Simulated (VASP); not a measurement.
Write the native input for VASP 6.6.1 that does the following.

| Item | Value |
| --- | --- |
| Task | band structure |
| Functional | PBE |
| Potentials or basis | VASP PAW PBE potentials, release 64 (Si, W_sv) |
| Cutoff | 520 eV |
| k mesh | 10 × 10 × 10 |
| Occupations | methfessel-paxton, width 0.1 eV |
| Spin | spin-orbit coupling, no magnetisation |
| Further INCAR settings | ALGO = Normal; EDIFF = 1e-06 |

The structure of Si2W lies in POSCAR:

```
Si2W                                    
1.0
   -1.6021137919      1.6021137919      3.9095849750
    1.6021137919     -1.6021137919      3.9095849750
    1.6021137919      1.6021137919     -3.9095849750
  Si              W             
     2     1
Direct
     0.3344596783827676    0.3344596783827676    0.0000000000000000
     0.6655403216172323    0.6655403216172323    0.0000000000000000
     0.0000000000000000    0.0000000000000000    0.0000000000000000
```

The input as run:

INCAR

```
SYSTEM = Si2W
  ALGO = Normal
  EDIFF = 1E-6
  ENCUT = 520
  GGA = PE
  GGA_COMPAT = .FALSE.
  ISIF = 2
  ISMEAR = 1
  LASPH = .TRUE.
  LCHARG = .FALSE.
  LMAXMIX = 4
  LORBIT = 11
  LREAL = .FALSE.
  LSORBIT = .TRUE.
  LWAVE = .FALSE.
  MAGMOM = 0 0 0 0 0 0 0 0 0
  NELM = 80
  PREC = Accurate
  SIGMA = 0.1
```

KPOINTS

```
k-points
0
G
  10 10 10
  0 0 0
```

KPOINTS_OPT

```
explicit points
243
Reciprocal
 0.0000000000  0.0000000000  0.0000000000 1
 0.0000000000  0.0000000000  0.0357142857 1
 0.0000000000  0.0000000000  0.0714285714 1
 0.0000000000  0.0000000000  0.1071428571 1
 0.0000000000  0.0000000000  0.1428571429 1
 0.0000000000  0.0000000000  0.1785714286 1
[... 235 lines left out ...]
 0.0218079300  0.0218079300  0.4781920700 1
-0.0218079300 -0.0218079300  0.5218079300 1
```

Potentials or basis: VASP PAW PBE potentials, release 64 (Si, W_sv).

The run is started by

```bash
$ cat potpaw_PBE.64/Si/POTCAR potpaw_PBE.64/W_sv/POTCAR > POTCAR
$ mpirun -np 1 vasp_ncl > vasp.out
```

It gave:

```
Pressure                                              : 5.3 GPa
Largest force                                         : 0.020 eV/Å
Valence electrons inside the program's atomic spheres : Si 1.63; W 12.25
```

It took 6.7 min on 1 thread of Intel(R) Xeon(R) 6975P-C (Granite Rapids), with other jobs on the host, peak memory 0.51 GiB.
